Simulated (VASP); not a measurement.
Wanted: the native input for a VASP 6.6.1 run.

* Task: band structure
* Functional: PBE
* Potentials or basis: VASP PAW PBE potentials, release 64 (Cd)
* Cutoff: 520 eV
* k mesh: 7 × 7 × 7
* Occupations: fermi-dirac, width 0.05 eV
* Spin: no spin polarisation
* Further INCAR settings: ALGO = Fast; EDIFF = 1e-07

The structure of Cd lies in POSCAR:

```
Cd
1.0
   -1.7843220000      1.7843220000      1.7843220000
    1.7843220000     -1.7843220000      1.7843220000
    1.7843220000      1.7843220000     -1.7843220000
Cd
1
Direct
    0.0000000000      0.0000000000      0.0000000000
```

This isn't the form of Cd at room conditions, which is hcp.

These files were run (other wordings do the same):

INCAR

```
SYSTEM = Cd
ALGO     = Fast           ! electronic algorithm
EDIFF    = 1E-7           ! SCF threshold, eV
ENCUT    = 520            ! plane-wave cutoff, eV
GGA      = PE             ! functional
ISIF     = 2              ! what is computed and relaxed
ISMEAR   = -1             ! smearing method
LASPH    = .TRUE.         ! aspherical terms in the spheres
LCHARG   = .FALSE.        ! write CHGCAR
LREAL    = .FALSE.        ! projectors in reciprocal space
LWAVE    = .FALSE.        ! write WAVECAR
NELM     = 60             ! most SCF steps
PREC     = Accurate       ! precision mode
SIGMA    = 0.05           ! smearing width, eV
```

KPOINTS

```
k-points
0
G
  7 7 7
  0 0 0
```

KPOINTS_OPT

```
path GHNGPH,PN
10
line-mode
reciprocal
 0.0000000000  0.0000000000  0.0000000000  G
 0.5000000000 -0.5000000000  0.5000000000  H

 0.5000000000 -0.5000000000  0.5000000000  H
 0.0000000000  0.0000000000  0.5000000000  N

 0.0000000000  0.0000000000  0.5000000000  N
 0.0000000000  0.0000000000  0.0000000000  G

 0.0000000000  0.0000000000  0.0000000000  G
 0.2500000000  0.2500000000  0.2500000000  P

 0.2500000000  0.2500000000  0.2500000000  P
 0.5000000000 -0.5000000000  0.5000000000  H

 0.2500000000  0.2500000000  0.2500000000  P
 0.0000000000  0.0000000000  0.5000000000  N
```

Potentials or basis: VASP PAW PBE potentials, release 64 (Cd).

Command:

```console
$ cat potpaw_PBE.64/Cd/POTCAR > POTCAR
$ mpirun -np 1 vasp_std > vasp.out
```

It gave:

```
Pressure                : 1.0 GPa
Band gap along the path : none (metal or under the smearing width)
```

Wall time 5.6 s on 1 thread of Intel(R) Xeon(R) 6975P-C (Granite Rapids) (shared host), peak memory 0.13 GiB.
